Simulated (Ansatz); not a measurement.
Structure relaxation of PbO

These are results of DFT PBE, scalar-relativistic, plane waves, PAW (Ansatz), not measurements. Cutoff 420 eV, Γ-centred k mesh, Gaussian smearing, no spin polarisation in the final step.

This is the end of a relaxation of cell and atoms.

```yaml
crystal:
  lattice:
    - [5.71305, 0.00000, 0.00000]
    - [0.00000, 6.27476, 0.00000]
    - [0.00000, 0.00000, 5.21384]
  atoms:
    - { symbol: Pb, position: [0.47675, 0.28777, 0.76752] }
    - { symbol: Pb, position: [0.97675, 0.71223, 0.76752] }
    - { symbol: Pb, position: [0.52325, 0.71223, 0.26752] }
    - { symbol: Pb, position: [0.02325, 0.28777, 0.26752] }
    - { symbol: O, position: [0.10008, 0.37829, 0.85202] }
    - { symbol: O, position: [0.60008, 0.62171, 0.85202] }
    - { symbol: O, position: [0.39992, 0.37829, 0.35202] }
    - { symbol: O, position: [0.89992, 0.62171, 0.35202] }
```

Energies over the elements count from the elements' standard structures at the same level (O₂ as a molecule), with no empirical corrections.

Q: What space group does it have?

A: Pca2_1 (No. 29). Conventional cell: a = 5.713 Å, b = 6.275 Å, c = 5.214 Å. Pb is coordinated by 3 O at 2.25–2.28 Å; around O lie 3 Pb at 2.25–2.28 Å.

Q: How far does it lie from the elements in energy?

A: -1.081 eV/atom.

Q: Is it a metal?

A: No, the gap on the 6×6×6 mesh is 2.35 eV.

The final run used a 6×6×6 mesh on its 8-atom cell and 0.02 eV smearing. Weakly bound directions are ill-defined at this level, which has no dispersion term. Spin–orbit coupling is left out.